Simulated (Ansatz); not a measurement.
# Sn: from a guess to a relaxed structure

Level of theory: Ansatz 0.2.0, DFT PBE, scalar-relativistic, plane waves, PAW. Cutoff 420 eV, Gaussian smearing, Γ-centred meshes. Cell and atoms relax first on a coarse mesh and then on a finer one. In between, the cell is made exact in the group found at 0.06 Å. In metals the finer mesh still leaves noise of several meV/atom or more. The steps can't lower the symmetry of their start. No spin polarisation.

The cell of Sn is invented: one element on all sites of the KAu5 type (P6/mmm, No. 191). Its size is a rough estimate.

```cif
data_structure
_symmetry_space_group_name_H-M 'P6/mmm'
_symmetry_Int_Tables_number 191
_cell_length_a 6.2482
_cell_length_b 6.2482
_cell_length_c 4.9463
_cell_angle_alpha 90.000
_cell_angle_beta 90.000
_cell_angle_gamma 120.000
_cell_volume 167.23
loop_
_atom_site_label
_atom_site_type_symbol
_atom_site_symmetry_multiplicity
_atom_site_Wyckoff_symbol
_atom_site_fract_x
_atom_site_fract_y
_atom_site_fract_z
_atom_site_occupancy
Sn1 Sn 1 a 0.00000 0.00000 0.00000 1
Sn2 Sn 3 g 0.50000 0.00000 0.50000 1
Sn3 Sn 2 c 0.33333 0.66667 0.00000 1
```

Energies count from the standard state of Sn at the same level. The references include grey tin.

Task: Which structure results?

Result: The symmetry stays P6/mmm (No. 191). The volume per atom grows by 10.1 %, from 27.9 to 30.7 Å³. The shortest distance goes from 3.06 Å (Sn–Sn) to 3.05 Å (Sn–Sn). The ratio c/a of the conventional cell changes by a factor of 1.18. Conventional cell: a = 6.100 Å, c = 5.715 Å. Around Sn on a site of symmetry 6/mmm lie 6 Sn at 3.52 Å; Sn on a site of symmetry mmm is surrounded by 4 Sn at 3.05 Å and 4 Sn at 3.36 Å; Sn on a site of symmetry -6m2 is surrounded by 12 Sn at 3.36–3.52 Å.

```
Sn
1.0
     6.09987    0.00000    0.00000
    -3.04994    5.28264    0.00000
     0.00000    0.00000    5.71480
Sn
6
Direct
  0.00000 0.00000 0.00000
  0.50000 0.00000 0.50000
  0.50000 0.50000 0.50000
  0.00000 0.50000 0.50000
  0.33333 0.66667 0.00000
  0.66667 0.33333 0.00000
```

Task: How does it come out in energy, and is it a metal?

Result: The energy over the standard state is +0.21 eV/atom and the gap on the 6×6×8 mesh of the 6-atom cell is 0 eV (a metal).

So it is a metastable form at best.

The last run used Gaussian smearing of 0.10 eV. A structure relaxed within its symmetry needn't be a true minimum. In all, the 3 runs took 5.6 min on 1 thread of Intel(R) Xeon(R) Processor @ 2.50GHz (Skylake/Cascade Lake), with other jobs on the host.
